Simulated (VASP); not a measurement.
# GaSb (I-4m2) in VASP: notebook

Runs on GaSb. Level: PBE. Tasks: single point.

All numbers are computed with VASP 6.6.1; they aren't measurements. Logs are shortened: lines on timing, memory, paths and dates and some standing lists are left out, and cuts for length are marked.

## Step 1: The crystal as given

It takes space group I-4m2 (No. 119, tetragonal). The conventional cell has a = 5.507 Å, b = 5.507 Å, c = 3.181 Å, α = 90.00°, β = 90.00°, γ = 90.00°. Around Sb (site symmetry -4m2) lie 4 Ga at 2.87 Å and 2 Sb at 3.18 Å. Ga (site symmetry -4m2) is surrounded by 4 Sb at 2.87 Å and 2 Ga at 3.18 Å.

Measurements of this composition are mostly on another form, of space group No. 216.

## Step 2: Single point, PBE

The input, INCAR:

```
PREC = Accurate
ENCUT = 500
EDIFF = 1E-6
ISMEAR = 0
SIGMA = 0.02
LREAL = F
LASPH = T
NELM = 100
ALGO = Normal
ISIF = 2
LWAVE = F
LCHARG = F
GGA = PE
NBANDS = 21
```

The input, KPOINTS:

```
Automatic mesh
0
Gamma
  5 5 5
```

The input, POSCAR:

```
GaSb
1.0
   -2.7534340000      2.7534340000      1.5907070000
    2.7534340000     -2.7534340000      1.5907070000
    2.7534340000      2.7534340000     -1.5907070000
Sb Ga
1 1
Direct
    0.0000000000      0.0000000000      0.0000000000
    0.7500000000      0.2500000000      0.5000000000
```

Potentials or basis: VASP PAW PBE potentials, release 64 (Sb_d_GW, Ga_d_GW).

Run with:

```bash
> cat potpaw_PBE.64/Sb_d_GW/POTCAR potpaw_PBE.64/Ga_d_GW/POTCAR > POTCAR
> mpirun -np 1 vasp_std > vasp.out
```

OUTCAR:

```text
PREC = Accurate
   ENCUT = 500
   EDIFF = 1E-6
   ISMEAR = 0
   LREAL = F
   LASPH = T
   NELM = 100
   ISIF = 2
   GGA = PE

 ion  position               nearest neighbor table
   1  0.000  0.000  0.000-   2 2.87   2 2.87   2 2.87   2 2.87
   2  0.750  0.250  0.500-   1 2.87   1 2.87   1 2.87   1 2.87

  LATTYP: Found a body centered tetragonal cell.
 ALAT       =     5.5068680000
 C/A-ratio  =     0.5777174975

  Lattice vectors:

 A1 = (  -2.7534340000,   2.7534340000,   1.5907070000)
 A2 = (   2.7534340000,  -2.7534340000,   1.5907070000)
 A3 = (   2.7534340000,   2.7534340000,  -1.5907070000)

Analysis of symmetry for initial positions (statically):
=====================================================================
 Subroutine PRICEL returns:
 Original cell was already a primitive cell.

 Routine SETGRP: Setting up the symmetry group for a
 body centered tetragonal supercell.

 Subroutine GETGRP returns: Found  8 space group operations
 (whereof  8 operations were pure point group operations)
 out of a pool of 16 trial point group operations.

The static configuration has the point symmetry D_2d.

Analysis of symmetry for dynamics (positions and initial velocities):
=====================================================================
 Subroutine PRICEL returns:
 Original cell was already a primitive cell.

 Routine SETGRP: Setting up the symmetry group for a
 body centered tetragonal supercell.

 Subroutine GETGRP returns: Found  8 space group operations
 (whereof  8 operations were pure point group operations)
 out of a pool of 16 trial point group operations.

The dynamic configuration has the point symmetry D_2d.

 Subroutine INISYM returns: Found  8 space group operations
 (whereof  8 operations are pure point group operations),
 and found     1 'primitive' translations

----------------------------------------------------------------------------------------

                                     Primitive cell

  volume of cell :      48.2391

  direct lattice vectors                    reciprocal lattice vectors
    -2.753434000  2.753434000  1.590707000     0.000000000  0.181591424  0.314325643
     2.753434000 -2.753434000  1.590707000     0.181591424  0.000000000  0.314325643
[... 71 lines left out ...]
   ICHARG =      2    charge: 1-file 2-atom 10-const
   ISPIN  =      1    spin polarized calculation?
   LNONCOLLINEAR =      F non collinear calculations
   LSORBIT =      F    spin-orbit coupling
   LASPH  =      T    aspherical Exc in radial PAW
   ENCUT  =  500.0 eV  36.75 Ry    6.06 a.u.   7.67  7.67  7.67*2*pi/ulx,y,z
   NELM   =    100;   NELMIN=  2; NELMDL= -5     # of ELM steps
   EDIFF  = 0.1E-05   stopping-criterion for ELM
   LREAL  =      F    real-space projection
   EDIFFG = 0.1E-04   stopping-criterion for IOM
   NSW    =      0    number of steps for IOM
   IBRION =     -1    ionic relax: 0-MD 1-quasi-New 2-CG
   NFREE  =      0    steps in history (QN), initial steepest desc. (CG)
   ISIF   =      2    stress and relaxation
   ISYM   =      2    0-nonsym 1-usesym 2-fastsym
   POTIM  = 0.5000    time-step for ionic-motion
   TEBEG  =    0.0;   TEEND  =   0.0 temperature during run
   PSTRESS=    0.0 pullay stress
   NELECT =      28.0000    total number of electrons
   NUPDOWN=      -1.0000    fix difference up-down
   EMIN   =  10.00;   EMAX   =-10.00  energy-range for DOS
   EFERMI =   0.00;   METHOD = LEGACY
   ISMEAR =     0;   SIGMA  =   0.02  broadening in eV -4-tet -1-fermi 0-gaus
   EFERMI_NEDOS =   21; number of points for ismear=-14 and -15
   IALGO  =     38    algorithm
   IMIX   =      4    mixing-type and parameters
     AMIX     =   0.40;   BMIX     =  1.00
     AMIX_MAG =   1.60;   BMIX_MAG =  1.00
  volume/ion in A,a.u.               =      24.12       162.77
  Fermi-wavevector in a.u.,A,eV,Ry     =   1.365613  2.580635 25.373492  1.864899
  Thomas-Fermi vector in A             =   2.491826
   LORBIT       =      0    0 simple, 1 ext, 2 COOP (PROOUT), +10 PAW based schemes
   GGA     = PE    functional components
   LHFCALC =     F    Hartree Fock is set to
   AEXX    =    0.0000 exact exchange contribution
   IVDW    =     0    specifies the selected vdW correction
   LEPSILON=     F    determine dielectric tensor
   LRPA    =     F    only Hartree local field effects (RPA)
 non-spin polarized calculation
 Gauss-broadening in eV      SIGMA  =   0.02
  energy-cutoff  :      500.00
  volume of cell :       48.24
 maximum number of plane-waves:      1253
   NGX = 15   NGY = 15   NGZ = 15

 number of electron      27.9999989 magnetization

 Free energy of the ion-electron system (eV)
  ---------------------------------------------------
  ext. energy  EPLUGINS =         0.00000000
  ---------------------------------------------------
  free energy    TOTEN  =        -6.88722219 eV

  energy without entropy =       -6.88607170  energy(sigma->0) =       -6.88664695

 E-fermi :   5.4626     XC(G=0): -10.5499

 val. band max:        5.2466719218   @ k =   0.4000   0.4000   0.0000
 cond. band min:       5.4720977420   @ k =   0.4000   0.2000  -0.0000
 fundamental gap:      0.2254258202
 Fermi energy:         5.4625589871

 k-point     1 :       0.0000    0.0000    0.0000
  band No.  band energies     occupation
      1     -23.8410      2.00000
      2     -23.7368      2.00000
      3     -23.7368      2.00000
      4     -23.7082      2.00000
      5     -23.7061      2.00000
      6      -9.6147      2.00000
[... 421 lines left out ...]
     20      17.3738      0.00000
     21      17.8154      0.00000

------------------------ aborting loop because EDIFF is reached ----------------------------------------

  FORCE on cell =-STRESS in cart. coord.  units (eV):
  Direction    XX          YY          ZZ          XY          YZ          ZX
  --------------------------------------------------------------------------------------
  -------------------------------------------------------------------------------------
  Total       -0.0116298     -0.0116298      0.0302614      0.0000000     -0.0000000      0.0000000
  in kB       -0.3862629     -0.3862629      1.0050779      0.0000000     -0.0000000      0.0000000
  external PRESSURE =       0.0775174 kB  Pullay stress =       0.0000000 kB

 VOLUME and BASIS-vectors are now :
 -----------------------------------------------------------------------------
  energy-cutoff  :      500.00
  volume of cell :       48.24
      direct lattice vectors                 reciprocal lattice vectors
    -2.753434000  2.753434000  1.590707000     0.000000000  0.181591424  0.314325643
     2.753434000 -2.753434000  1.590707000     0.181591424  0.000000000  0.314325643
     2.753434000  2.753434000 -1.590707000     0.181591424  0.181591424  0.000000000

 POSITION                                       TOTAL-FORCE (eV/Angst)
 -----------------------------------------------------------------------------------
      0.00000      0.00000      0.00000         0.000000     -0.000000      0.000000
      0.00000      2.75343      0.79535        -0.000000      0.000000     -0.000000
 -----------------------------------------------------------------------------------
    total drift:                                0.000002     -0.000002     -0.000000

  FREE ENERGIE OF THE ION-ELECTRON SYSTEM (eV)
  ---------------------------------------------------
  free  energy   TOTEN  =        -6.8872221876 eV

  energy  without entropy=       -6.8860717035  energy(sigma->0) =       -6.88664695
```

stdout:

```text
POSCAR found type information on POSCAR SbGa
 POSCAR found :  2 types and       2 ions
 scaLAPACK will be used
 LDA part: xc-table for (Slater+PW92), standard interpolation
 POSCAR, INCAR and KPOINTS ok, starting setup
 FFT: planning ... GRIDC
 FFT: planning ... GRID_SOFT
 FFT: planning ... GRID
 WAVECAR not read
 entering main loop
```

Wall time 40 s (1 thread of Intel Xeon Platinum 8175M at 2.50GHz (Skylake/Cascade Lake), shared host); peak memory 0.19 GiB.

What came out:

- Free energy: -6.8872 eV
- Pressure: 0.0 GPa
- Band gap on the k mesh: none (metal or under the smearing width)

Stress tensor (GPa, compression positive):
```
-0.04  0.00  0.00
 0.00 -0.04  0.00
 0.00  0.00  0.10
```

Levels at points of the mesh, in eV from the Fermi level:
| k point | band 12 | band 13 | band 14 | band 15 | band 16 | band 17 |
| --- | --- | --- | --- | --- | --- | --- |
| (0.00, 0.00, 0.00) | -3.11 | -2.05 | -2.05 | 3.27 | 4.74 | 6.93 |

Caveat: the k mesh is coarse (spacing up to 0.46 Å⁻¹), so the values aren't converged; the cutoff is under 1.25 times the usual one of these potentials, so pressure, stress and relaxed cells hold a basis-set (Pulay) error.

## Step 3: Single point, PBE

The input, INCAR:

```
ALGO = Fast ; EDIFF = 1E-7
ENCUT = 450 ; GGA = PE
ISIF = 2 ; ISMEAR = 0
LASPH = T ; LCHARG = F
LREAL = F ; LWAVE = F
NBANDS = 21 ; NELM = 80
PREC = Accurate ; SIGMA = 0.02
```

The input, KPOINTS:

```
k-points
0
Gamma
  5 5 5
```

POSCAR is that of step 2.

Potentials or basis: VASP PAW PBE potentials, release 64 (Sb_d_GW, Ga_d_GW).

Run with:

```bash
> cat potpaw_PBE.64/Sb_d_GW/POTCAR potpaw_PBE.64/Ga_d_GW/POTCAR > POTCAR
> mpirun -np 1 vasp_std > vasp.out
```

OUTCAR:

```text
EDIFF = 1E-7
   ENCUT = 450
   GGA = PE
   ISIF = 2
   ISMEAR = 0
   LASPH = T
   LREAL = F
   NELM = 80
   PREC = Accurate

 ion  position               nearest neighbor table
   1  0.000  0.000  0.000-   2 2.87   2 2.87   2 2.87   2 2.87
   2  0.750  0.250  0.500-   1 2.87   1 2.87   1 2.87   1 2.87

  LATTYP: Found a body centered tetragonal cell.
 ALAT       =     5.5068680000
 C/A-ratio  =     0.5777174975

  Lattice vectors:

 A1 = (  -2.7534340000,   2.7534340000,   1.5907070000)
 A2 = (   2.7534340000,  -2.7534340000,   1.5907070000)
 A3 = (   2.7534340000,   2.7534340000,  -1.5907070000)

Analysis of symmetry for initial positions (statically):
=====================================================================
 Subroutine PRICEL returns:
 Original cell was already a primitive cell.

 Routine SETGRP: Setting up the symmetry group for a
 body centered tetragonal supercell.

 Subroutine GETGRP returns: Found  8 space group operations
 (whereof  8 operations were pure point group operations)
[... 154 lines left out ...]
  ext. energy  EPLUGINS =         0.00000000
  ---------------------------------------------------
  free energy    TOTEN  =        -6.88827195 eV

  energy without entropy =       -6.88712146  energy(sigma->0) =       -6.88769671

 E-fermi :   5.4631     XC(G=0): -10.5497

 val. band max:        5.2470967853   @ k =   0.4000   0.4000   0.0000
 cond. band min:       5.4726275477   @ k =   0.4000   0.2000  -0.0000
 fundamental gap:      0.2255307624
 Fermi energy:         5.4630887928

 k-point     1 :       0.0000    0.0000    0.0000
  band No.  band energies     occupation
      1     -23.8401      2.00000
      2     -23.7359      2.00000
      3     -23.7359      2.00000
      4     -23.7072      2.00000
      5     -23.7051      2.00000
      6      -9.6151      2.00000
[... 421 lines left out ...]
     20      17.3743      0.00000
     21      17.8160      0.00000

------------------------ aborting loop because EDIFF is reached ----------------------------------------

  FORCE on cell =-STRESS in cart. coord.  units (eV):
  Direction    XX          YY          ZZ          XY          YZ          ZX
  --------------------------------------------------------------------------------------
  -------------------------------------------------------------------------------------
  Total        0.0713262      0.0713262      0.1102821      0.0000000      0.0000000      0.0000000
  in kB        2.3689729      2.3689729      3.6628240      0.0000000      0.0000000      0.0000000
  external PRESSURE =       2.8002566 kB  Pullay stress =       0.0000000 kB

 VOLUME and BASIS-vectors are now :
 -----------------------------------------------------------------------------
  energy-cutoff  :      450.00
  volume of cell :       48.24
      direct lattice vectors                 reciprocal lattice vectors
    -2.753434000  2.753434000  1.590707000     0.000000000  0.181591424  0.314325643
     2.753434000 -2.753434000  1.590707000     0.181591424  0.000000000  0.314325643
     2.753434000  2.753434000 -1.590707000     0.181591424  0.181591424  0.000000000

 POSITION                                       TOTAL-FORCE (eV/Angst)
 -----------------------------------------------------------------------------------
      0.00000      0.00000      0.00000        -0.000000      0.000000     -0.000000
      0.00000      2.75343      0.79535         0.000000     -0.000000      0.000000
 -----------------------------------------------------------------------------------
    total drift:                                0.000003     -0.000003     -0.000000

  FREE ENERGIE OF THE ION-ELECTRON SYSTEM (eV)
  ---------------------------------------------------
  free  energy   TOTEN  =        -6.8882719487 eV

  energy  without entropy=       -6.8871214645  energy(sigma->0) =       -6.88769671
```

stdout:

```text
POSCAR found type information on POSCAR SbGa
 POSCAR found :  2 types and       2 ions
 scaLAPACK will be used
 LDA part: xc-table for (Slater+PW92), standard interpolation
 POSCAR, INCAR and KPOINTS ok, starting setup
 FFT: planning ... GRIDC
 FFT: planning ... GRID_SOFT
 FFT: planning ... GRID
 WAVECAR not read
 entering main loop
 num prob RMM:  33    -0.688827174256E+01   -0.54059E-07   -0.15660E-06  1078   0.841E-02    0.182E-03
 num prob RMM:  35    -0.688827178539E+01   -0.24568E-07   -0.17364E-06  1120   0.884E-02    0.185E-03
 num prob  num prob RMM:  37    -0.688827188397E+01   -0.36551E-07   -0.11457E-06  1065   0.718E-02    0.142E-03
 num prob  num prob  num prob  num prob RMM:  38    -0.688827191888E+01   -0.34912E-07   -0.12735E-06  1082   0.751E-02    0.113E-03
 num prob  num prob RMM:  39    -0.688827194186E+01   -0.22978E-07   -0.11030E-06  1096   0.681E-02    0.104E-03
 num prob  num prob  num prob  num prob RMM:  40    -0.688827194866E+01   -0.67985E-08   -0.97402E-07  1046   0.637E-02
```

Run time: 43 s. Hardware: 1 thread of Intel Xeon 6975P-C (Granite Rapids), shared host; peak memory 0.18 GiB.

What came out:

```
Free energy            : -6.8883 eV
Band gap on the k mesh : none (metal or under the smearing width)
```

Caveat: the k mesh is coarse (spacing up to 0.46 Å⁻¹), so the values aren't converged; the cutoff is under 1.25 times the usual one of these potentials, so pressure, stress and relaxed cells hold a basis-set (Pulay) error. Spin-orbit coupling is left out, which matters for the levels of Sb.

(Continued in part 2 of 2.)
